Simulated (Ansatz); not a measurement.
**CaSe: changes ranked by their effect on the pressure**

```
CELL_PARAMETERS angstrom
0.00000 2.95600 2.95600
2.95600 0.00000 2.95600
2.95600 2.95600 0.00000
ATOMIC_POSITIONS crystal
Ca 0.00000 0.00000 0.00000
Se 0.50000 0.50000 0.50000
```

Atom numbers follow the list: Ca1, Se2.

The cell is COD entry 1010880, as deposited and not checked against the literature; nothing was relaxed. It is an old determination, and later ones may differ.

Computed with Ansatz 0.2.0, DFT, PBE, all-electron LAPW, scalar-relativistic.

Numerical set-up: a Γ-centred 7×7×7 k mesh, Fermi–Dirac smearing of 0.02 eV, basis error target 0.25 meV/atom, no spin polarisation.

In this reference run the pressure is 1.2 GPa (positive in compression). Each change below is made alone, on the same k mesh, with fractional coordinates held unless an atom is moved; x, y and z are the Cartesian axes.

One change shifts the pressure by -2.3 GPa. Which?
A. volume scaled by 1.025
B. atom 1 (Ca) moved by (0.1414, 0.1414, 0.0000) Å
C. equal xy, yz and zx engineering shear strains of -2 %
D. volume scaled by 0.975
E. functional pbesol
F. functional lda

E. The others give: functional lda, -4.3 GPa; volume scaled by 0.975, +1.4 GPa; equal xy, yz and zx engineering shear strains of -2 %, 0.0 GPa; atom 1 (Ca) moved by (0.1414, 0.1414, 0.0000) Å, +0.7 GPa; volume scaled by 1.025, -1.2 GPa.
